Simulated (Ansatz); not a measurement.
**AlP5: balancing the decomposition**

Method: DFT PBE, scalar-relativistic, plane waves, PAW (Ansatz). All cells share a 420 eV cutoff and Γ-centred k meshes spaced at most about 0.3 Å⁻¹ (about 0.25 or finer for metals, 2π included). No spin polarisation.

Energies over the elements count from the elements' standard structures at the same level, with no fitted energy shifts. The references include black phosphorus.

All energies are static (0 K, no zero-point motion). The reference form of P is held partly by dispersion forces, which this level lacks.

A trial structure of AlP5 (reached from: MgTi5 type (P-6m2); relaxed: space group P-6m2 (No. 187), a = 3.318 Å, c = 9.781 Å) has a formation energy of 0.243 eV/atom. At its composition the lowest mixture among the elements and 1 reference phase computed alike (others may be missing) consists of these:

```tsv
phase	source	ΔE_f (eV/atom)
P (solid)	element	-0.001
AlP (F-43m)	Materials Project	-0.633
```

The lowest database cell of P (-0.001) lies slightly below the reference, hence the non-zero entry.

Question: Write the balanced decomposition and find its energy per atom, per formula unit and per mole of formula units.

Answer: Balancing Al and P gives AlP5 → 4 P + AlP. The left side holds 6 atoms, and the products take 4/6 (P) and 2/6 (AlP) of them. The mixture therefore lies at 4/6 × (-0.001) + 2/6 × (-0.633) = -0.212 eV/atom. The reaction energy is -0.212 − (0.243) = -0.455 eV/atom. Times 6 atoms that is -2.730 eV per AlP5, and times 96.485 it is -263 kJ per mole of AlP5. Decomposition is downhill, so the trial structure is unstable against this mixture.
